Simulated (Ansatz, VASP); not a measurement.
**NaCl: VASP beside Ansatz**

```xyz
2
Lattice="2.8600 0.0429 0.0429 0.0429 2.8600 0.0429 0.0429 0.0429 2.8600" Properties=species:S:1:pos:R:3 pbc="T T T"
Na    0.0000    0.0000    0.0000
Cl    1.4729    1.4729    1.4729
```

Change from the starting cell: equal xy, yz and zx shear strains of +3 %.

Alike in both runs: task single point; functional PBE; k mesh 8 × 8 × 8; occupations fermi-dirac, width 0.02 eV; no spin polarisation.

```csv
,VASP,Ansatz
version,VASP 6.6.1,Ansatz 0.2.0
potentials or method,"VASP PAW PBE potentials, release 64 (Na_pv, Cl), cutoff 520 eV","all-electron LAPW, scalar-relativistic"
```

VASP gave:

- gap on the k mesh at the Fermi level (eV): 4.44
- pressure (GPa): 65.6
- largest component of the traceless stress (GPa): 1.83

Which values does Ansatz return?

gap on the k mesh at the Fermi level (eV): 4.40; pressure (GPa): 65.4; largest component of the traceless stress (GPa): 1.78.

Ansatz ran all-electron here, so the differences hold the error of VASP's frozen core and of both bases.

Caveats: the cell as given lies far from equilibrium; so large a pressure means that the cell lies far from this level's equilibrium, or that cutoff or potentials fall short (VASP). A k mesh can miss the band edges.
